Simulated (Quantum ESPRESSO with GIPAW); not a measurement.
# Solid-state NMR of HfO2 by GIPAW

Wanted: NMR shieldings for each site of HfO2.

Calculated with Quantum ESPRESSO with GIPAW 8.0dev (patched build); DFT, PBEsol, plane-wave PAW (pslibrary 1.0.0 recipes), scalar-relativistic, GIPAW; a patched development version of the program.

## (1) Starting point

Symmetry: P2_12_12, No. 18, orthorhombic system. The conventional cell has a = 5.080 Å, b = 5.165 Å, c = 4.891 Å, α = 90.00°, β = 90.00°, γ = 90.00°. Hf has 7 O at 1.98 to 2.36 Å nearest. Nearest to O lie 3 Hf at 1.98 to 2.36 Å. Nearest to O lie 4 Hf at 2.11 to 2.16 Å. Nearest to O lie 4 Hf at 2.15 to 2.17 Å. Farther neighbours and most contacts between anions are not listed.

As a file:

```cif
data_structure
_symmetry_space_group_name_H-M 'P2_12_12'
_symmetry_Int_Tables_number 18
_cell_length_a 5.0803
_cell_length_b 5.1649
_cell_length_c 4.8909
_cell_angle_alpha 90.000
_cell_angle_beta 90.000
_cell_angle_gamma 90.000
_cell_volume 128.33
loop_
_atom_site_label
_atom_site_type_symbol
_atom_site_symmetry_multiplicity
_atom_site_Wyckoff_symbol
_atom_site_fract_x
_atom_site_fract_y
_atom_site_fract_z
_atom_site_occupancy
Hf1 Hf 4 c 0.22755 0.78304 0.27291 1
O1 O 4 c 0.20138 0.14933 0.09925 1
O2 O 2 b 0.00000 0.50000 0.47701 1
O3 O 2 a 0.00000 0.00000 0.57023 1
```

The cell is a computed entry of the Materials Project; it need not be the form that is stable at ambient conditions.

This structure had its atoms relaxed beforehand (DFT, PBEsol, plane-wave PAW (pslibrary 1.0.0 recipes), Quantum ESPRESSO with GIPAW), starting from the database entry, since shieldings follow bond lengths closely.

## (2) Ground state

First the ground state. The response equations take the occupied wavefunctions as exact, so conv_thr is set much tighter than for an energy. No empty states are asked for: the response is solved without them. The mesh has a spacing of 0.33 Å⁻¹ at most. The PAW files were made with ld1.x from the pslibrary 1.0.0 recipes, with GIPAW reconstruction switched on.

Input file scf.in:

```
&control
  calculation = 'scf'
  prefix = 'x'
  outdir = './tmp/'
  pseudo_dir = './'
/
&system
  ibrav = 0
  nat = 12
  ntyp = 2
  ecutwfc = 55
  ecutrho = 330
  nbnd = 48
/
&electrons
  conv_thr = 1.0d-10
  mixing_beta = 0.7
  electron_maxstep = 100
/
ATOMIC_SPECIES
  Hf 178.490 Hf.pbesol-spn-kjpaw_psl.1.0.0-gipaw.UPF
  O 15.999 O.pbesol-n-kjpaw_psl.1.0.0-gipaw.UPF
CELL_PARAMETERS angstrom
  5.08031940 0.00000000 0.00000000
  0.00000000 5.16486745 0.00000000
  0.00000000 0.00000000 4.89088365
ATOMIC_POSITIONS crystal
  Hf 0.22755197 0.78304194 0.27291334
  Hf 0.72755197 0.71695806 0.72708666
  Hf 0.77244803 0.21695806 0.27291334
  Hf 0.27244803 0.28304194 0.72708666
  O 0.20138119 0.14932800 0.09924555
  O 0.70138119 0.35067200 0.90075445
  O 0.79861881 0.85067200 0.09924555
  O 0.29861881 0.64932800 0.90075445
  O 0.00000000 0.50000000 0.47701441
  O 0.50000000 0.00000000 0.52298559
  O 0.00000000 0.00000000 0.57023079
  O 0.50000000 0.50000000 0.42976921
K_POINTS automatic
  4 4 4 1 1 1
```

Command:

```bash
mpirun -np 4 pw.x -nk 4 -in scf.in > scf.out
```

Output:

```text
using ibrav=0 with symmetry is DISCOURAGED, use correct ibrav instead

     bravais-lattice index     =            0
     lattice parameter (alat)  =       9.6004  a.u.
     unit-cell volume          =     866.0324 (a.u.)^3
     number of atoms/cell      =           12
     number of atomic types    =            2
     number of electrons       =        96.00
     number of Kohn-Sham states=           48
     kinetic-energy cutoff     =      55.0000  Ry
     charge density cutoff     =     330.0000  Ry
     scf convergence threshold =      1.0E-10
     mixing beta               =       0.7000
     number of iterations used =            8  plain     mixing
     Exchange-correlation= SLA-PW-PSX-PSC
                           (   1   4  10   8   0   0   0)
[...]
Hf               12.00   178.49000     Hf( 1.00)
     O                 6.00    15.99900     O ( 1.00)

      4 Sym. Ops. (no inversion) found ( 2 have fractional translation)
[...]
number of k points=     8
[...]
Dense  grid:    87735 G-vectors     FFT dimensions: (  60,  60,  54)

     Smooth grid:    47617 G-vectors     FFT dimensions: (  48,  48,  45)

     Initial potential from superposition of free atoms

     starting charge      95.9929, renormalised to      96.0000
     Starting wfcs are   72 randomized atomic wfcs

     Self-consistent Calculation

     iteration #  1     ecut=    55.00 Ry     beta= 0.70
     Davidson diagonalization with overlap
     ethr =  1.00E-02,  avg # of iterations =  1.0

     total energy              =   -3077.42980106 Ry
     estimated scf accuracy    <       4.17981692 Ry

     iteration #  2     ecut=    55.00 Ry     beta= 0.70
     Davidson diagonalization with overlap
     ethr =  4.35E-03,  avg # of iterations =  7.2

     total energy              =   -3079.20498154 Ry
     estimated scf accuracy    <       4.86328325 Ry

     iteration #  3     ecut=    55.00 Ry     beta= 0.70
     Davidson diagonalization with overlap
     ethr =  4.35E-03,  avg # of iterations =  2.0

     total energy              =   -3078.91413919 Ry
     estimated scf accuracy    <       1.01672532 Ry

[...]
c_bands:  1 eigenvalues not converged
[...]
total energy              =   -3079.88642232 Ry
[...]
iteration # 33     ecut=    55.00 Ry     beta= 0.70
     Davidson diagonalization with overlap
     ethr =  4.05E-13,  avg # of iterations =  2.0

     total energy              =   -3079.88642232 Ry
     estimated scf accuracy    <          1.7E-09 Ry

     iteration # 34     ecut=    55.00 Ry     beta= 0.70
     Davidson diagonalization with overlap
     ethr =  4.05E-13,  avg # of iterations =  6.0

     End of self-consistent calculation
     [one-electron energies left out]

!    total energy              =   -3079.88642232 Ry
     total all-electron energy =   -121793.883534 Ry
     estimated scf accuracy    <          4.6E-11 Ry

     The total energy is the sum of the following terms:
     one-electron contribution =     -85.88062620 Ry
     hartree contribution      =     109.74484266 Ry
     xc contribution           =    -224.60139614 Ry
     ewald contribution        =    -544.22284686 Ry
     one-center paw contrib.   =   -2334.92639577 Ry

     convergence has been achieved in  34 iterations
[...]
JOB DONE.
```

Wall time 98 s (4 MPI ranks of Arm Neoverse V1, shared host); peak memory 0.77 GiB; 6.5 min of CPU time.

It converged in 34 cycles to an estimated accuracy of 5e-11 Ry, on 8 irreducible k-points.

## (3) Magnetic response

The job finds the current that a weak uniform field induces (applied as a long wave, q_gipaw) and the field that this current makes at each nucleus. On atoms with p or d valence electrons much of the paramagnetic part arises close to the nucleus, where the PAW partial waves rebuild the true states. pawproj makes the reconstruction use the PAW data sets' own projectors.

Input file nmr.in:

```
&inputgipaw
  job = 'nmr'
  prefix = 'x'
  tmp_dir = './tmp/'
  restart_mode = 'from_scratch'
  verbosity = 'low'
  q_gipaw = 0.01
  spline_ps = .true.
  conv_threshold = 1.0d-11
  use_nmr_macroscopic_shape = .false.
  pawproj(1) = .true.
  pawproj(2) = .true.
/
```

Command:

```bash
mpirun -np 4 gipaw.x -in nmr.in > nmr.out
```

Output:

```text
[banner, memory and clock lines left out]
[a note of our patched build left out]

     Parallelizing q-star over 1 images

     IMPORTANT: XC functional enforced from input :
     Exchange-correlation= PBESOL
                           (   1   4  10   8   0   0   0)
     Any further DFT definition will be discarded
     Please, verify this is what you really want

[...]
projs nearly linearly dependent: l=0  n1,n2= 1, 2  s=  0.99147125
[...]
alpha_pv=    120.6006 eV

     spline_ps is .false., expect some extrapolation errors

     q-space interpolation up to    66.00 Rydberg

     GIPAW job: nmr
     NMR macroscopic correction: no
[...]
Computing the magnetic susceptibility     isolve=0    ethr=  0.1000E-10
     Starting from scratch
     k-point #    1 of     8      pool #  1    cpu time:       1.3
[...]
End of magnetic susceptibility calculation

     f-sum rule (1st term):
          -100.3502          0.0000          0.0000
             0.0000       -100.3413          0.0000
             0.0000          0.0000       -100.3383

     f-sum rule (2nd term):
            -1.8117          0.0000          0.0000
             0.0000         -1.8227          0.0000
             0.0000          0.0000         -1.8300

     f-sum rule (should be  -102.1698):
          -102.1618          0.0000          0.0000
             0.0000       -102.1641          0.0000
             0.0000          0.0000       -102.1683

[... susceptibilities left out ...]
     Contributions to the NMR chemical shifts: -------------------------------

     Macroscopic shape contribution in ppm:                    0.00
             0.0000          0.0000          0.0000
             0.0000          0.0000          0.0000
             0.0000          0.0000          0.0000

     Core contribution in ppm:

     Atom  1  Hf  pos: (  0.227552  0.796074  0.262737)  core sigma:        8991.76
     Atom  2  Hf  pos: (  0.727552  0.728890  0.699975)  core sigma:        8991.76
     Atom  3  Hf  pos: (  0.772448  0.220569  0.262737)  core sigma:        8991.76
     Atom  4  Hf  pos: (  0.272448  0.287752  0.699975)  core sigma:        8991.76
     Atom  5  O   pos: (  0.201381  0.151813  0.095545)  core sigma:         270.50
     Atom  6  O   pos: (  0.701381  0.356508  0.867167)  core sigma:         270.50
     Atom  7  O   pos: (  0.798619  0.864829  0.095545)  core sigma:         270.50
     Atom  8  O   pos: (  0.298619  0.660134  0.867167)  core sigma:         270.50
     Atom  9  O   pos: (  0.000000  0.508321  0.459227)  core sigma:         270.50
     Atom 10  O   pos: (  0.500000  0.000000  0.503484)  core sigma:         270.50
     Atom 11  O   pos: (  0.000000  0.000000  0.548968)  core sigma:         270.50
     Atom 12  O   pos: (  0.500000  0.508321  0.413744)  core sigma:         270.50

     Bare contribution in ppm:

     Atom  1  Hf  pos: (  0.227552  0.796074  0.262737)  bare sigma:          29.04
[...]
Atom  2  Hf  pos: (  0.727552  0.728890  0.699975)  bare sigma:          29.04
[...]
Atom  3  Hf  pos: (  0.772448  0.220569  0.262737)  bare sigma:          29.04
[...]
Atom  4  Hf  pos: (  0.272448  0.287752  0.699975)  bare sigma:          29.04
[...]
Atom  5  O   pos: (  0.201381  0.151813  0.095545)  bare sigma:         -36.75
[...]
Atom  6  O   pos: (  0.701381  0.356508  0.867167)  bare sigma:         -36.75
[...]
Atom  7  O   pos: (  0.798619  0.864829  0.095545)  bare sigma:         -36.75
[...]
Atom  8  O   pos: (  0.298619  0.660134  0.867167)  bare sigma:         -36.75
[...]
Atom  9  O   pos: (  0.000000  0.508321  0.459227)  bare sigma:         -21.77
[...]
Atom 10  O   pos: (  0.500000  0.000000  0.503484)  bare sigma:         -21.77
[...]
Atom 11  O   pos: (  0.000000  0.000000  0.548968)  bare sigma:         -17.54
[...]
Atom 12  O   pos: (  0.500000  0.508321  0.413744)  bare sigma:         -17.54
[...]
Diamagnetic contribution in ppm:

     Atom  1  Hf  pos: (  0.227552  0.796074  0.262737)  dia sigma:         -46.92
[...]
Atom  2  Hf  pos: (  0.727552  0.728890  0.699975)  dia sigma:         -46.92
[...]
Atom  3  Hf  pos: (  0.772448  0.220569  0.262737)  dia sigma:         -46.92
[...]
Atom  4  Hf  pos: (  0.272448  0.287752  0.699975)  dia sigma:         -46.92
[...]
Atom  5  O   pos: (  0.201381  0.151813  0.095545)  dia sigma:          17.64
[...]
Atom  6  O   pos: (  0.701381  0.356508  0.867167)  dia sigma:          17.64
[...]
Atom  7  O   pos: (  0.798619  0.864829  0.095545)  dia sigma:          17.64
[...]
Atom  8  O   pos: (  0.298619  0.660134  0.867167)  dia sigma:          17.64
[...]
Atom  9  O   pos: (  0.000000  0.508321  0.459227)  dia sigma:          17.87
[...]
Atom 10  O   pos: (  0.500000  0.000000  0.503484)  dia sigma:          17.87
[...]
Paramagnetic contribution in ppm:

     Atom  1  Hf  pos: (  0.227552  0.796074  0.262737)  para sigma:       -6851.81
[...]
Atom  2  Hf  pos: (  0.727552  0.728890  0.699975)  para sigma:       -6851.81
[...]
Atom  3  Hf  pos: (  0.772448  0.220569  0.262737)  para sigma:       -6851.81
[...]
Atom  4  Hf  pos: (  0.272448  0.287752  0.699975)  para sigma:       -6851.81
[...]
Atom  5  O   pos: (  0.201381  0.151813  0.095545)  para sigma:        -153.14
[...]
Atom  6  O   pos: (  0.701381  0.356508  0.867167)  para sigma:        -153.14
[...]
Atom  7  O   pos: (  0.798619  0.864829  0.095545)  para sigma:        -153.14
[...]
Atom  8  O   pos: (  0.298619  0.660134  0.867167)  para sigma:        -153.14
[...]
Atom  9  O   pos: (  0.000000  0.508321  0.459227)  para sigma:        -119.06
[...]
Atom 10  O   pos: (  0.500000  0.000000  0.503484)  para sigma:        -119.06
[...]
Atom 11  O   pos: (  0.000000  0.000000  0.548968)  para sigma:        -109.91
[...]
Atom 12  O   pos: (  0.500000  0.508321  0.413744)  para sigma:        -109.91
[...]
Paramagnetic US occ-occ contribution in ppm:

     Atom  1  Hf  pos: (  0.227552  0.796074  0.262737)  para_oo sigma:         -24.33
[...]
Atom  2  Hf  pos: (  0.727552  0.728890  0.699975)  para_oo sigma:         -24.33
[...]
Atom  3  Hf  pos: (  0.772448  0.220569  0.262737)  para_oo sigma:         -24.33
[...]
Atom  4  Hf  pos: (  0.272448  0.287752  0.699975)  para_oo sigma:         -24.33
[...]
Atom  5  O   pos: (  0.201381  0.151813  0.095545)  para_oo sigma:          -0.06
[...]
Atom  6  O   pos: (  0.701381  0.356508  0.867167)  para_oo sigma:          -0.06
[...]
Atom  7  O   pos: (  0.798619  0.864829  0.095545)  para_oo sigma:          -0.06
[...]
Atom  8  O   pos: (  0.298619  0.660134  0.867167)  para_oo sigma:          -0.06
[...]
Atom  9  O   pos: (  0.000000  0.508321  0.459227)  para_oo sigma:          -0.13
[...]
Atom 10  O   pos: (  0.500000  0.000000  0.503484)  para_oo sigma:          -0.13
[...]
Atom 11  O   pos: (  0.000000  0.000000  0.548968)  para_oo sigma:           0.02
[...]
Atom 12  O   pos: (  0.500000  0.508321  0.413744)  para_oo sigma:           0.02
[...]
Paramagnetic US L_R Q_R contribution in ppm:

     Atom  1  Hf  pos: (  0.227552  0.796074  0.262737)  para_lq sigma:        2845.20
[...]
Atom  2  Hf  pos: (  0.727552  0.728890  0.699975)  para_lq sigma:        2845.20
[...]
Atom  3  Hf  pos: (  0.772448  0.220569  0.262737)  para_lq sigma:        2845.20
[...]
Atom  4  Hf  pos: (  0.272448  0.287752  0.699975)  para_lq sigma:        2845.20
[...]
Atom  5  O   pos: (  0.201381  0.151813  0.095545)  para_lq sigma:        -208.73
[...]
Atom  6  O   pos: (  0.701381  0.356508  0.867167)  para_lq sigma:        -208.73
[...]
Atom  7  O   pos: (  0.798619  0.864829  0.095545)  para_lq sigma:        -208.73
[...]
Atom  8  O   pos: (  0.298619  0.660134  0.867167)  para_lq sigma:        -208.73
[...]
Atom  9  O   pos: (  0.000000  0.508321  0.459227)  para_lq sigma:        -204.56
[...]
Atom 10  O   pos: (  0.500000  0.000000  0.503484)  para_lq sigma:        -204.56
[...]
Atom 11  O   pos: (  0.000000  0.000000  0.548968)  para_lq sigma:        -204.25
[...]
Atom 12  O   pos: (  0.500000  0.508321  0.413744)  para_lq sigma:        -204.25
[...]
Total NMR chemical shifts in ppm: ---------------------------------------
     (adopting the Simpson convention for anisotropy and asymmetry)-----------

     Atom  1  Hf  pos: (  0.227552  0.796074  0.262737)  Total sigma:        4942.95
          4644.6207         55.5048       -190.1260
            55.8959       4781.6078        112.5015
          -158.5704         24.7383       5402.6177

     Hf      1    anisotropy:    753.70    eta:    0.4364
[...]
Atom  2  Hf  pos: (  0.727552  0.728890  0.699975)  Total sigma:        4942.95
[... its tensor is left out ...]
     Atom  3  Hf  pos: (  0.772448  0.220569  0.262737)  Total sigma:        4942.95
[... its tensor is left out ...]
     Atom  4  Hf  pos: (  0.272448  0.287752  0.699975)  Total sigma:        4942.95
[... its tensor is left out ...]
     Atom  5  O   pos: (  0.201381  0.151813  0.095545)  Total sigma:        -110.54
          -193.9280         10.3871        -39.4843
            14.1600       -104.8045       -113.6433
           -35.7037        -98.2653        -32.8949

     O       5    anisotropy:    239.18    eta:    0.1900
[...]
Atom  6  O   pos: (  0.701381  0.356508  0.867167)  Total sigma:        -110.54
[... its tensor is left out ...]
     Atom  7  O   pos: (  0.798619  0.864829  0.095545)  Total sigma:        -110.54
[... its tensor is left out ...]
     Atom  8  O   pos: (  0.298619  0.660134  0.867167)  Total sigma:        -110.54
[... its tensor is left out ...]
     Atom  9  O   pos: (  0.000000  0.508321  0.459227)  Total sigma:         -57.13
           -63.0898         14.0631         -0.0000
            34.9096       -100.7568         -0.0000
             0.0000          0.0000         -7.5576

     O       9    anisotropy:    -83.52    eta:    0.7808
[...]
Atom 10  O   pos: (  0.500000  0.000000  0.503484)  Total sigma:         -57.13
[... its tensor is left out ...]
     Atom 11  O   pos: (  0.000000  0.000000  0.548968)  Total sigma:         -43.35
           -29.6158         36.1507          0.0000
            35.7294        -71.7853          0.0000
             0.0000          0.0000        -28.6491

     O      11    anisotropy:    -73.53    eta:    0.4002
[...]
Atom 12  O   pos: (  0.500000  0.508321  0.413744)  Total sigma:         -43.35
[... its tensor is left out ...]
```

Run time: 10 min. Hardware: 4 MPI ranks; peak memory 0.45 GiB; 42 min of CPU time.

The f-sum rule is met to 0.0080 of 102.2 (0.008 %). Converged shieldings require that this miss be small, but a small miss does not prove them.

From the symmetric part of each tensor, with principal values σ11 ≤ σ22 ≤ σ33: σ_iso is their mean, the span is σ33 − σ11 and the skew 3(σ_iso − σ22)/span. (gipaw.x prints an anisotropy in another convention.)

| site | atom no. | atoms in cell | σ_iso (ppm) | span (ppm) | skew |
| --- | --- | --- | --- | --- | --- |
| Hf | 1 | 4 | 4943 | 863 | 0.49 |
| O(1) | 5 | 4 | -110.5 | 254.3 | 0.76 |
| O(2) | 9 | 2 | -57.1 | 105.3 | -0.17 |
| O(3) | 11 | 2 | -43.4 | 83.3 | -0.53 |

The macroscopic shape term is switched off. For a spherical sample the valence susceptibility of this run would add about 5 ppm to every site, a rough estimate, since the susceptibility converges slowly and lacks part of the PAW terms. Differences within the crystal don't depend on it, but shieldings of different compounds can't be compared to better than a few ppm without it.

In this run the largest span among the lighter atoms is that of O(1) (site symmetry 1), with principal values -205.4, -175.1 and 48.9 ppm.

17O and 177Hf also have a quadrupolar coupling here. It is not given: on PAW files the efg job of this gipaw.x leaves out the augmentation charge of neighbouring atoms and can miss by tens of per cent.

## (4) From shieldings to shifts

Covalently bonded atoms count as neighbours within 1.18 times the sum of their radii. Otherwise a cation's neighbours lie within 1.2 times its shortest bond (1.3 for large cations, each anion's radius taken off where they differ), and an anion's are the cations that count it.

| site | atom no. | atoms in cell | surroundings | bonds (Å) | σ_iso (ppm) |
| --- | --- | --- | --- | --- | --- |
| Hf | 1 | 4 | HfO7 | 1.98 to 2.36 | 4943 |
| O(1) | 5 | 4 | bound to Hf3 | 1.98 to 2.36 | -110.5 |
| O(2) | 9 | 2 | bound to Hf4 | 2.11 to 2.16 | -57.1 |
| O(3) | 11 | 2 | bound to Hf4 | 2.15 to 2.17 | -43.4 |

By surroundings the O shieldings are 3-coordinate: -110.5; 4-coordinate: -57.1 to -43.4 ppm.

## (5) Other settings and structures

Each row names what was changed: the structure as given shows what the relaxation did.

Changes of σ_iso (ppm) against the run above (PBEsol, cutoffs 55 and 330 Ry, mesh 4×4×4, 48 min). Times are CPU times of pw.x and gipaw.x together, on 4 MPI ranks of Arm Neoverse V1, shared host; on a shared host they are rough.

| run | CPU time | f-sum miss | Hf | O(1) | O(2) | O(3) |
| --- | --- | --- | --- | --- | --- | --- |
| structure as given | 48 min | 0.0053 | +0.2 | -8.4 | -8.0 | -0.8 |

## (6) What came out

- 17O shielding without shape term: -110.5, -57.1, -43.4 ppm
- 177Hf shielding without shape term: 4943 ppm

17O has 3 sites, in the ratio 2:1:1: O(1) (bound to Hf3) at a shielding of -110.5, O(2) (bound to Hf4) at a shielding of -57.1 and O(3) (bound to Hf4) at a shielding of -43.4 ppm, shape term left out. A shift needs a reference, δ = σ_ref − σ, fixed on measured compounds; for 17O of this kind at this level too few were at hand, or they scattered too widely about a line, so none is given. A finer mesh and a higher cutoff were not carried through on these files. Spin-orbit coupling is missing, which matters for Hf and for the light atoms bound to such centres. The scalar-relativistic files are used with non-relativistic response operators, which weighs most on the heavy atoms' own shieldings. This build of gipaw.x prints that it is not audited and that its numbers are no references by themselves. It also reports spline_ps as false although the input sets it; why was not traced. pw.x warned of eigenvalues not converged in some cycles of 2 ground-state runs, which then met the threshold. 1 further run of this session failed or came with warnings and is not shown (1 cut off at the time limit).

[Banner, clock, file and message-heading lines were taken out of the pw.x and gipaw.x logs.]

[Logs are printed without paths, hosts, clocks, repeated set-up lines and the standing remarks that a program may print on its own settings, such as how far it seeks lower states.]

[Hosts, paths, dates, database ids (printed as entryN), source tags and the programs' standing remarks are cut or masked in the printed files.]

[Where no reference line passes its bar on scatter, no shift is given, so a measured shift of this compound may stand uncompared.]
